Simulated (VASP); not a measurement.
# VASP 6.6.1 run: CaO

INCAR

```
LCHARG = .FALSE.
EDIFFG = -5E-3
EDIFF = 1E-7
ISMEAR = -1
LASPH = .TRUE.
PREC = Accurate
ENCUT = 600
LWAVE = .FALSE.
METAGGA = TPSS
IBRION = 2
SIGMA = 0.02
NSW = 40
NBANDS = 15
LREAL = .FALSE.
ISIF = 3
NELM = 120
MAXMIX = 40
```

KPOINTS

```
KPOINTS created by Atomic Simulation Environment
0
Gamma
8 8 8
0 0 0
```

POSCAR

```
Ca O
 1.0000000000000000
     0.0000000000000000    2.5408030645999999    2.5408030645999999
     2.5408030645999999    0.0000000000000000    2.5408030645999999
     2.5408030645999999    2.5408030645999999    0.0000000000000000
 Ca  O
   1   1
Cartesian
  0.0000000000000000  0.0000000000000000  0.0000000000000000
  1.2704015323000000  1.2704015323000000  1.2704015323000000
```

The recommended PBE PAW datasets give the neutral cell 16 valence electrons.

Command

```
mpirun -np 1 vasp_std
```

Question: Predict the outcome of this run.

Answer: It converged. Results: relaxed cell vector lengths 3.711, 3.711, 3.711 Å; relaxed cell volume 36.14 Å³.

OSZICAR

```
N       E                     dE             d eps       ncg     rms          rms(c)
DAV:   1     0.123858243008E+03    0.12386E+03   -0.90680E+03   870   0.120E+03
DAV:   2    -0.178583929960E+02   -0.14172E+03   -0.13110E+03  1087   0.306E+02
DAV:   3    -0.241757916494E+02   -0.63174E+01   -0.62521E+01  1077   0.672E+01
DAV:   4    -0.245124688894E+02   -0.33668E+00   -0.33600E+00  1312   0.124E+01
DAV:   5    -0.245148237606E+02   -0.23549E-02   -0.23548E-02  1061   0.102E+00    0.705E+00
DAV:   6    -0.239581102405E+02    0.55671E+00   -0.66359E+01  1045   0.841E+01    0.112E+01
DAV:   7    -0.229462047843E+02    0.10119E+01   -0.39301E+00  1138   0.162E+01    0.959E+00
DAV:   8    -0.218463622596E+02    0.10998E+01   -0.68157E-01  1129   0.887E+00    0.631E+00
DAV:   9    -0.214498290537E+02    0.39653E+00   -0.55274E+00  1066   0.196E+01    0.416E+00
DAV:  10    -0.212461723043E+02    0.20366E+00   -0.92438E-01  1010   0.113E+01    0.597E-01
...
DAV:   2    -0.213536540377E+02    0.17043E+00   -0.70374E-01  1073   0.782E+00    0.393E-01
DAV:   3    -0.213592931222E+02   -0.56391E-02   -0.18410E-02  1423   0.110E+00    0.715E-02
DAV:   4    -0.213595501612E+02   -0.25704E-03   -0.84423E-04  1325   0.292E-01    0.492E-02
DAV:   5    -0.213594544548E+02    0.95706E-04   -0.16820E-04  1127   0.116E-01    0.269E-02
DAV:   6    -0.213594602858E+02   -0.58310E-05   -0.30266E-05   927   0.504E-02    0.782E-03
DAV:   7    -0.213594620654E+02   -0.17797E-05   -0.27920E-06  1013   0.129E-02    0.604E-03
DAV:   8    -0.213594625026E+02   -0.43720E-06   -0.45708E-07   929   0.629E-03    0.250E-03
DAV:   9    -0.213594627113E+02   -0.20864E-06   -0.41126E-07  1325   0.430E-03    0.748E-04
DAV:  10    -0.213594627373E+02   -0.25993E-07   -0.22977E-08   708   0.192E-03
   3 F= -.21359463E+02 E0= -.21359463E+02  d E =-.893273E-01
```

Standard output (part)

```
POSCAR found type information on POSCAR CaO
 POSCAR found :  2 types and       2 ions
 LDA part: xc-table for (None), standard interpolation
 POSCAR, INCAR and KPOINTS ok, starting setup
 WAVECAR not read
 entering main loop
 curvature:   0.00 expect dE= 0.000E+00 dE for cont linesearch  0.000E+00
 search vector abs. value=  0.262E+00
 bond charge predicted
 trial-energy change:   -0.077139  1 .order   -0.086797   -0.261901    0.088307
 bond charge predicted
 curvature:  -0.37 expect dE=-0.742E-06 dE for cont linesearch -0.742E-06
 trial: gam=-0.00277 g(F)=  0.378E-48 g(S)=  0.202E-05 ort = 0.727E-03 (trialstep = 0.943E+00)
 search vector abs. value=  0.116E-09
 reached required accuracy - stopping structural energy minimisation
```

| ionic step | ΔE (meV/atom) | volume (Å³) | largest force (eV/Å) | pressure (GPa) | electronic steps |
| --- | --- | --- | --- | --- | --- |
| 1 | 0.0 | 32.81 | 0.000 | 9.29 | 20 |
| 2 | -38.6 | 37.53 | 0.000 | -2.74 | 13 |
| 3 | -44.7 | 36.14 | 0.000 | 0.02 | 10 |

 The volume moved far on the plane waves of the start cell, so a restart from CONTCAR is due.

For comparison, a separate PBE relaxation on usual settings, not on those above, ends at 36.22 Å³.
